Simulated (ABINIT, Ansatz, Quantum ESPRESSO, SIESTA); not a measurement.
**One structure in several programs: CsBr (Pm-3m, 2 atoms in the cell)**

Self-consistent single point.

```yaml
crystal:
  lattice:
    - [4.29000, 0.00000, 0.00000]
    - [0.00000, 4.29000, 0.00000]
    - [0.00000, 0.00000, 4.29000]
  atoms:
    - { symbol: Cs, position: [0.00000, 0.00000, 0.00000] }
    - { symbol: Br, position: [0.50000, 0.50000, 0.50000] }
```

Shared settings, as Ansatz (an electronic-structure program) writes them: kpoints.mp_grid.grid = 8 8 8; magnetization.spin_orbit = true; scf.occupations.method = fermi_dirac; scf.occupations.width = 0.01 eV. Potentials and cutoffs stand in the table.

```csv
code,model,pressure (GPa),gap on the mesh (eV),cutoff
Quantum ESPRESSO,"PBE, spin-orbit coupling, PseudoDojo fully relativistic norm-conserving (PBE) pseudopotentials",0.98,4.338,50 Ry
Ansatz,"PBE with spin-orbit coupling, default PAW files",1.00,4.339,420 eV
ABINIT,"PBE, spin-orbit coupling, PAW (JTH v2.0 PBE PAW)",0.90,4.324,21 Ha
SIESTA,"GGA PBE with spin-orbit coupling, numerical atomic orbitals DZP, PseudoDojo PBE fully relativistic norm-conserving potentials (rewritten from UPF to PSML)",–,4.057,grid 300 Ry
```

A dash marks a value that a program does not give, or that is left out as unsure.

Gaps are read on the mesh.

The spread over the programs that give each value: pressure within 0.10 GPa; gap on the mesh within 0.282 eV.

SIESTA uses small atom-centred bases, whose incompleteness enters pressures, forces and empty levels differently from a plane-wave cutoff. Ansatz's pressure is given at a fixed set of plane waves, as the other plane-wave codes print theirs. In the gap, SIESTA (by 0.281) lies more than 0.12 eV from the median of the plane-wave programs.

The starting cell has typed, rounded lattice constants, without a prior relaxation at this level.

Keys are those of Ansatz 0.2.
